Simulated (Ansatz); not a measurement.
Input and output of a one-shot G0W0 calculation on BeS (NiAs type) (Ansatz, G0W0@PBE with 147 empty bands, a screening cutoff of 120 eV and a 6×6×4 mesh). The cell was relaxed beforehand with r2SCAN.

```yaml
crystal:
  lattice:
    - [3.3002360792, 0.0, 0.0]
    - [-1.6501180396, 2.8580882831, 0.0]
    - [0.0, 0.0, 5.255222052]
  atoms:
    - { symbol: Be, position: [0.0, 0.0, 0.0] }
    - { symbol: Be, position: [0.0, 0.0, 0.5] }
    - { symbol: S, position: [0.3333333333, 0.6666666667, 0.25] }
    - { symbol: S, position: [0.6666666667, 0.3333333333, 0.75] }
kpoints:
  mp_grid: { grid: [6, 6, 4] }
hamiltonian:
  xc: pbe
scf:
  occupations: { method: fixed }
gw:
  n_empty_bands: 147
  ecut_chi: 120
  qp_bands: [v2, c2]
  qp_kpoints: band_edges
  screening: { model: contour_deformation }
```

In the abridged output below, numbers in square brackets stand for lines, or ends of lines, that were taken out.
```
Pseudopotential: Be, paw, valence charge 2, recommended cutoff 420 eV (normal)
Pseudopotential: S, paw, valence charge 6, recommended cutoff 420 eV (normal)
Functional definition: PBE
Crystal: 4 atoms, lattice volume = 49.569 Å³
Basis set: ecut = 420 eV, 977 PW (Γ)
Bands: 12, of which v1, the nominal top of the filled ones, is band 8 counted from 1 (7 counted from 0)
Symmetry: 24 space group operations
Space group: P63/mmc (ITA 194)
k-points: 21 of 144
SCF 1 converged in 6 iterations: F = -1991.847099 eV  dr2 = 2.59e-9
Free energy (F): -1991.847099 eV
Fermi energy:    8.050788 eV
--- Band table (eV; the first three rows and the last of 21) ---
  k-point 0: bands = […, 0.8456, 7.2629, 7.2629, 7.2992, 7.2992, 8.0508, 11.4982, 12.8316, 13.7988, 13.7988]
  k-point 1: bands = […, 1.8406, 6.6295, 7.3084, 7.3084, 7.3340, 7.3340, 11.7357, 12.9455, 13.4381, 13.4381]
  k-point 2: bands = […, 4.0854, 4.0854, 7.3630, 7.3630, 7.3630, 7.3630, 12.3668, 12.3668, 13.2274, 13.2274]
  k-point 20: bands = […, 2.0083, 2.0083, 2.0331, 2.0331, 7.3197, 7.3197, 11.9235, 11.9235, 12.5724, 12.5724]
--- G₀W₀: contour deformation, 7 samples at zero and on the imaginary axis and 2 off it, 144 q-points, 147 empty bands' worth ---
    ik  band        ε_KS         Σx   Σc(E_QP)       V_xc       Z   E_QP_lin       E_QP  E_QP is
     0     7      7.2992   -18.2467     1.9243   -15.7754  0.7753     6.7496     6.7522  root
     0     8      8.0508   -18.3195     1.7907   -16.0367  0.7755     7.5567     7.5586  root
     0     9     11.4982    -7.6116    -4.4300   -12.4487  0.7975    11.9067    11.9053  root
     0    10     12.8316    -9.4351    -4.9769   -14.8068  0.7773  [1]
     2     7      7.3630   -18.1321     1.9508   -15.6283  0.7753     6.8073     6.8100  root
     2     8      7.3630   -18.1321     1.9508   -15.6283  0.7753     6.8073     6.8100  root
     2     9     12.3668    -7.6250    -4.7095   -12.7511  0.7910    12.7851    12.7834  root
     2    10     12.3668    -7.6250    -4.7095   -12.7511  0.7910  [2]
     3     7      7.8416   -18.4240     1.7765   -16.1286  0.7781     7.3205     7.3227  root
     3     8      7.8483   -18.2034     1.8080   -15.8898  0.7755     7.3405     7.3426  root
     3     9     12.4029    -7.1968    -4.6273   -12.2548  0.7913    12.8354    12.8336  root
     3    10     12.9829    -5.8470    -5.0819   -11.3385  0.7725    13.3950    13.3925  root
     5     7      6.7969   -17.7037     2.0614   -15.0671  0.7726  [3]
     5     8      6.7969   -17.7037     2.0614   -15.0671  0.7726     6.2185     6.2217  root
     5     9     12.3822    -6.6881    -4.7027   -11.7819  0.7885  [4]
     5    10     12.3822    -6.6881    -4.7027   -11.7819  0.7885    12.7748    12.7732  root
     6     7      6.6450   -17.0992     1.9309   -14.6126  0.7715     6.0863     6.0894  root
     6     8      7.6065   -18.3150     1.8106   -15.9693  0.7776  [5]
     6     9     11.5615    -6.5515    -4.3696   -11.2238  0.8001    11.8649    11.8641  root
     6    10     11.8940    -7.9938    -4.4702   -12.8039  0.7794    12.2352    12.2340  root
     7     7      6.6794   -17.5193     2.0170   -14.9383  0.7715     6.1121     6.1154  root
     7     8      6.9870   -17.7351     1.9399   -15.2361  0.7746     6.4250     6.4278  root
     7     9     10.9874    -7.4278    -4.3368   -12.0746  0.7914    11.2982    11.2973  root
     7    10     12.0092    -6.9730    -4.4698   -11.7742  0.7942    12.3416    12.3406  root
     8     7      5.9711   -17.4579     2.3210   -14.5231  0.7661     5.3529     5.3574  root
     8     8      5.9711   -17.4579     2.3210   -14.5231  0.7661     5.3529     5.3574  root
     8     9     11.4999    -7.1420    -4.4487   -11.9165  0.7917    11.8266    11.8256  root
     8    10     11.4999    -7.1420    -4.4487   -11.9165  0.7917    11.8266    11.8256  root
     9     7      5.3775   -16.6563     2.2741   -13.7732  0.7604     4.7632     4.7685  root
     9     8      7.4262   -18.2477     1.8533   -15.8461  0.7769     6.8753     6.8778  root
     9     9     11.1664    -6.4226    -4.2746   -10.9441  0.8028    11.4137    11.4133  root
     9    10     11.8738    -7.1309    -4.5432   -12.0893  0.7953  [6]
    10     7      6.0298   -17.0436     2.1305   -14.3233  0.7675     5.4359     5.4400  root
    10     8      6.7306   -17.6273     2.0029   -15.0523  0.7732     6.1553     6.1584  root
    10     9     10.5894    -8.0340    -4.1670   -12.4911  0.7923    10.8803    10.8796  root
    10    10     11.5157    -6.4535    -4.3467   -11.0717  0.8009    11.7878    11.7872  root
  […]
```

The points are ik 0 = (0, 0, 0) (Γ), ik 2 = (0, 0, -1/2) (A), ik 3 = (0, 1/6, 0), ik 5 = (0, 1/6, -1/2), ik 6 = (0, 1/3, 0), ik 7 = (0, 1/3, 1/4), ik 8 = (0, 1/3, -1/2), ik 9 = (0, -1/2, 0) (M), ik 10 = (0, -1/2, 1/4), ik 11 = (0, -1/2, -1/2) (L), ik 15 = (1/6, 1/3, 0), ik 17 = (1/6, 1/3, -1/2); band 8 is the last filled one.

**Question.** Fill in the blanks. They hold quasiparticle rows.

**Answer.**
```
[1]
     0    10     12.8316    -9.4351    -4.9769   -14.8068  0.7773    13.2282    13.2264  root
[2]
     2    10     12.3668    -7.6250    -4.7095   -12.7511  0.7910    12.7851    12.7834  root
[3]
     5     7      6.7969   -17.7037     2.0614   -15.0671  0.7726     6.2185     6.2217  root
[4]
     5     9     12.3822    -6.6881    -4.7027   -11.7819  0.7885    12.7748    12.7732  root
[5]
     6     8      7.6065   -18.3150     1.8106   -15.9693  0.7776     7.0690     7.0714  root
[6]
     9    10     11.8738    -7.1309    -4.5432   -12.0893  0.7953    12.2906    12.2890  root
```
The trailing digits, and the zero of the energies, depend on the potentials and thresholds.

Over the mesh points the PBE gap of 1.46 eV becomes a quasiparticle gap of 2.16 eV (Γ to K), a change of +0.70 eV. Renormalisation factors Z lie between 0.74 and 0.80. No extrapolation in bands, cutoff or mesh was made for G0W0.

Command: `ansatz run input.yaml --threads 2 --pin off --max-ram 2211MiB --backend cpu --events-out ev --progress --plain --runs-dir out`.

**Question.** What wall time did it need on 2 threads of Arm Neoverse V1, on a shared host, and how much host memory at the peak?

**Answer.** About 63 s, with a peak of 0.42 GiB.

(Calculated; spin-unpolarised; the phase may be known or hypothetical.)
